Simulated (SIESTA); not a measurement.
# AlAu: equation of state with PBEsol

AlAu:

```xyz
2
Lattice="3.2239 0.0000 0.0000 0.0000 3.2239 0.0000 0.0000 0.0000 3.2239" Properties=species:S:1:pos:R:3 pbc="T T T"
Au    1.6120    1.6120    1.6120
Al    0.0000    0.0000    0.0000
```

The cell comes from a database or a generator and needn't be the stable form of this composition.

| Property | Result |
| --- | --- |
| Program | SIESTA 5.4.2 |
| Task | equation of state |
| Functional | PBEsol |
| Potentials or basis | PseudoDojo 0.4 standard (PBEsol files) |
| Basis | DZP (energy shift 0.003 Ry; two zetas on semicore shells) |
| Grid cutoff | 800 Ry |
| Energy shift | 0.003 Ry |
| k mesh | 8 × 8 × 8 |
| Occupations | fermi-dirac, width 0.05 eV |
| Spin | no spin polarisation |

```
Equilibrium volume                      : 15.96 Å³/atom
Bulk modulus                            : 127 GPa
Pressure derivative of the bulk modulus : 6.9
```

Energy against volume, from the lowest point:
| volume (Å³/atom) | energy (meV/atom) |
| --- | --- |
| 15.749 | 0.84 |
| 16.084 | 0.00 |
| 16.419 | 4.45 |
| 16.755 | 13.36 |
| 17.090 | 26.01 |
| 17.425 | 41.75 |
| 17.760 | 60.14 |

All runs of the series together: 12 min on 1 thread of Arm Neoverse V1, with other jobs on the host.

Caveat: short orbitals over semicore shells can move pressures by several GPa; the basis of atomic orbitals isn't converged, which shifts pressures, moduli and gaps. Spin-orbit coupling is left out, which matters for the levels of Au.
